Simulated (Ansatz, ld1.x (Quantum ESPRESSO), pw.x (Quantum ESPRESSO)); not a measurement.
**Be (Z = 4): does the TM potential hold in the solid?**

| Item | Value |
| --- | --- |
| Element | Be (Z = 4) |
| Generator | ld1.x (Quantum ESPRESSO) 7.5 |
| Type | norm-conserving Troullier–Martins (Kleinman–Bylander form) |
| Functional | PBE |
| Relativity | scalar-relativistic |
| Frozen core | [He] |
| Valence charge | 2 |
| Reference configuration | 2s2 2p0 |
| Partial waves | 2s (bound): rc 2.25 bohr; 3d channel at 0.35 Ry: rc 3.25 bohr; 2p (bound, empty): rc 4.20 bohr |
| Local potential | the p channel |
| Core correction | Bessel-smoothed model core inside 1.40 bohr |

Crystal test: bcc Be in pw.x 7.5, no spin, 18³ k-points, Fermi–Dirac smearing 0.01 Ry, cutoffs 50/200 Ry. The reference is all-electron LAPW (Ansatz 0.2.0) with the same functional, mesh and smearing; V0 and B0 come from Birch–Murnaghan fits to the pressures at five volumes. Errors are pseudo minus all-electron; Δ is the rms difference of the E(V) curves that follow from these fits, minima aligned, over ±6 % about the mean V0. Mesh and smearing are coarse, so the numbers serve the comparison and aren't converged zero-temperature values; the lattice is a test structure that the element need not adopt.

| V (Å³/atom) | P all-electron (GPa) | P pseudo (GPa) |
| --- | --- | --- |
| 7.430 | 6.89 | -11.84 |
| 7.625 | 3.27 | -14.27 |
| 7.821 | 0.04 | -16.48 |
| 8.017 | -2.85 | -18.47 |
| 8.212 | -5.43 | -20.26 |

All-electron: a0 = 2.501 Å (V0 = 7.82 Å³/atom), B0 = 122.0 GPa.

Pseudopotential: mean pressure error (GPa): -16.65. The pressure does not cross zero within the volumes sampled, so no fit is given. The largest radius (4.20 bohr) exceeds half the bond length (2.05 bohr), so the spheres overlap, which is one possible source of error among others. This is a poor potential for the solid. The logarithmic derivative shows an extra or strongly shifted pseudo pole above the reference energy (d near 2.19 Ry).

Problem. At the middle volume, how do free energy and pressure move when the wave cutoff is lowered (ecutrho kept at four times it)?

Solution.

```json
{"cutoff (Ry)": "22", "shift of F (meV/atom)": "+4.0", "shift of P (GPa)": "-0.19"}
{"cutoff (Ry)": "30", "shift of F (meV/atom)": "+0.4", "shift of P (GPa)": "-0.04"}
{"cutoff (Ry)": "40", "shift of F (meV/atom)": "+0.1", "shift of P (GPa)": "+0.00"}
```

Input at the middle volume:

```
&control
  calculation='scf', prefix='x', pseudo_dir='./', outdir='./tmp', tstress=.true., disk_io='none'
/
&system
  ibrav=0, nat=1, ntyp=1, ecutwfc=50, ecutrho=200, nbnd=8,
  occupations='smearing', smearing='fd', degauss=0.01
/
&electrons
  conv_thr=1e-09, mixing_beta=0.4, electron_maxstep=70
/
ATOMIC_SPECIES
Be 1.0 Be.UPF
CELL_PARAMETERS angstrom
  -1.25045317 1.25045317 1.25045317
  1.25045317 -1.25045317 1.25045317
  1.25045317 1.25045317 -1.25045317
ATOMIC_POSITIONS crystal
Be 0.0000 0.0000 0.0000
K_POINTS automatic
18 18 18 0 0 0
```

```bash
pw.x < Be.scf.in > Be.scf.out
```

Lines of the output:

```
Message from routine setup:
     using ibrav=0 with symmetry is DISCOURAGED, use correct ibrav instead
     lattice parameter (alat)  =       4.0929  a.u.
     unit-cell volume          =      52.7787 (a.u.)^3
     number of electrons       =         2.00
     number of Kohn-Sham states=            8
     kinetic-energy cutoff     =      50.0000  Ry
     charge density cutoff     =     200.0000  Ry
     scf convergence threshold =      1.0E-09
     Exchange-correlation= PBE
     number of k points=   195  Fermi-Dirac smearing, width (Ry)=  0.0100
     iteration #  1     ecut=    50.00 Ry     beta= 0.40
     total energy              =      -2.46679028 Ry
     estimated scf accuracy    <       0.00413828 Ry
     iteration #  2     ecut=    50.00 Ry     beta= 0.40
     total energy              =      -2.46640110 Ry
     estimated scf accuracy    <       0.00144087 Ry
     iteration #  3     ecut=    50.00 Ry     beta= 0.40
     total energy              =      -2.46641352 Ry
     estimated scf accuracy    <       0.00000046 Ry
     iteration #  4     ecut=    50.00 Ry     beta= 0.40
     total energy              =      -2.46641354 Ry
     estimated scf accuracy    <          8.1E-09 Ry
     iteration #  5     ecut=    50.00 Ry     beta= 0.40
     the Fermi energy is     9.1591 ev
!    total energy              =      -2.46641354 Ry
     estimated scf accuracy    <          1.6E-11 Ry
     smearing contrib. (-TS)   =      -0.00048003 Ry
     The total energy is F=E-TS. E is the sum of the following terms:
     one-electron contribution =       2.00079810 Ry
     hartree contribution      =       0.00716273 Ry
     xc contribution           =      -1.39373193 Ry
     ewald contribution        =      -3.08016240 Ry
     convergence has been achieved in   5 iterations
          total   stress  (Ry/bohr**3)                   (kbar)     P=     -164.76
     Message from routine punch:
     Nothing written, as per user request (disk_io='none')
```

The run at the middle volume (195 k-points, 5 iterations) took about 4.6 s on one core of a shared host (Intel(R) Xeon(R) Processor @ 2.60GHz, 24 threads, 32 GiB, load 8).
